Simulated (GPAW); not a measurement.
Crystal: CdGeAs2.

```xyz
8
Lattice="-2.9889 2.9889 5.6643 2.9889 -2.9889 5.6643 2.9889 2.9889 -5.6643" Properties=species:S:1:pos:R:3 pbc="T T T"
Cd    0.0000    0.0000    5.6643
Cd    2.9889    0.0000    2.8321
As    1.4944    1.3224   -1.4161
As    1.6665   -1.4944    7.0804
As    1.4944    1.6665    4.2482
As    1.3224    4.4833    1.4161
Ge    0.0000    2.9889    2.8321
Ge    0.0000    0.0000    0.0000
```

The cell is a database's computed one.

Program: GPAW 26.7.0. Alike in all runs: task band structure; no spin polarisation; cell as given; k mesh 4 × 4 × 4; cutoff (eV) 600; smearing fermi-dirac 0.05 eV.

Question: Order these runs on this cell by their pressure, lowest first.
A. level PBEsol; potentials or basis PAW data sets generated in the run's folder for this functional, pw
B. level LDA; potentials or basis the program's PAW data sets (release 1.2.1) made for this functional, pw
C. level PBE; potentials or basis GPAW PAW data sets (gpaw-data 1.2.1), pw

Answer: B (-2.5 GPa), A (-0.7 GPa), C (2.2 GPa).
